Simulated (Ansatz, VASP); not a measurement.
Two plane-wave programs on W

The input INCAR:

```
SYSTEM = W
ALGO = Fast
EDIFF = 1E-6
ENCUT = 520
GGA = PE
ISIF = 2
ISMEAR = 0
LASPH = .TRUE.
LCHARG = .TRUE.
LELF = .TRUE.
LREAL = .FALSE.
LVHAR = .TRUE.
LWAVE = .FALSE.
NBANDS = 13
NELM = 100
PREC = Accurate
SIGMA = 0.15
```

KPOINTS

```
k-points
0
G
  20 20 20
  0 0 0
```

Contents of POSCAR:

```
W
1.0
    0.0000000000      2.0300000000      1.9894000000
    2.0300000000      0.0000000000      1.9894000000
    2.0300000000      2.0300000000      0.0000000000
W
1
Direct
    0.0000000000      0.0000000000      0.0000000000
```

Input for Ansatz:

```yaml
crystal:
  lattice:
    - [0.0, 2.03, 1.9894]
    - [2.03, 0.0, 1.9894]
    - [2.03, 2.03, 0.0]
  atoms:
    - { symbol: W, position: [0.0, 0.0, 0.0] }
basis:
  ecutwfc: 420
kpoints:
  mp_grid: { grid: [20, 20, 20] }
hamiltonian:
  xc: pbe
scf:
  occupations: { method: gaussian, width: 0.15 }
output:
  forces: true
  stress: true
  eigenvalues: true
```

Change from the starting cell: strain -0.0200 x Voigt [0, 0, 1, 0, 0, 0], atoms carried along.

Alike in both runs: task single point; functional PBE; k mesh 20 × 20 × 20; occupations gaussian, width 0.15 eV; no spin polarisation.

|  | VASP | Ansatz |
| --- | --- | --- |
| version | VASP 6.6.1 | Ansatz 0.2.0 |
| potentials or method | VASP PAW PBE potentials, release 64 (W_sv) | scalar-relativistic, plane waves, PAW |
| plane-wave cutoff (eV) | 520 | 420 |
| valence electrons in the cell | 14 | 14 |

|  | VASP | Ansatz | Ansatz less VASP |
| --- | --- | --- | --- |
| gap on the k mesh at the Fermi level (eV) | none | none | - |
| pressure (GPa) | 1.3 | 0.9 | -0.46 |
| largest component of the traceless stress (GPa) | 4.83 | 4.78 | -0.049 |

A gap of «none» marks a metal or a gap that the smearing closes.

The runs have no spin-orbit coupling, so splittings on W are missing.
